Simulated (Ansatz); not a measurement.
Structure: CaSe built on the rocksalt prototype, at its r2SCAN minimum. Ca is surrounded by 6 Se at 2.97 Å; Se is surrounded by 6 Ca at 2.97 Å.

Space group Fm-3m (No. 225). a = 5.935 Å, b = 5.935 Å, c = 5.935 Å, α = 90.00°, β = 90.00°, γ = 90.00°

| atom | site | symmetry | x | y | z |
| --- | --- | --- | --- | --- | --- |
| Ca | 4a | m-3m | 0.0000 | 0.0000 | 0.0000 |
| Se | 4b | m-3m | 0.5000 | 0.0000 | 0.0000 |

3 runs of Ansatz 0.2.0 on this cell differ in the functional (and in the settings that go with it). Levels are in eV from each run's valence top; v1 is the last filled band, c1 the first empty one.

Run A, mean stress +0.2 GPa (compression positive):
```
point      v5     v3     v1    c1    c2    c3
    Γ  -22.38   0.00   0.00  4.24  4.92  4.92
    X  -22.42  -2.78  -1.03  3.00  5.97  6.46
    U  -22.41  -2.47  -1.19  4.34  6.96  7.23
```

Run B, mean stress +0.2 GPa (compression positive):
```
point      v5     v3     v1    c1    c2    c3
    Γ  -22.47   0.00   0.00  4.89  5.63  5.63
    X  -22.50  -2.84  -1.06  3.68  6.67  7.18
    U  -22.49  -2.53  -1.22  5.04  7.68  7.96
```

Run C, mean stress 0.0 GPa (compression positive):
```
point      v5     v3     v1    c1    c2    c3
    Γ  -21.45   0.00   0.00  4.08  4.22  4.22
    X  -21.48  -2.52  -0.94  2.52  5.60  5.76
    U  -21.47  -2.25  -1.10  3.79  6.28  6.28
```

Problem. Match the runs to r2SCAN, HSE06, PBE0.

Solution. A is HSE06, B is PBE0, C is r2SCAN. In order of the gap: r2SCAN 2.52, HSE06 3.00, PBE0 3.68 eV.

Spin-unpolarised throughout; all numbers are computed.

Spin-orbit coupling is left out.

The program warns that its thresholds are loose for a hybrid's stress.

The meshes of the hybrids are coarse, so their gaps aren't converged to the digits shown.
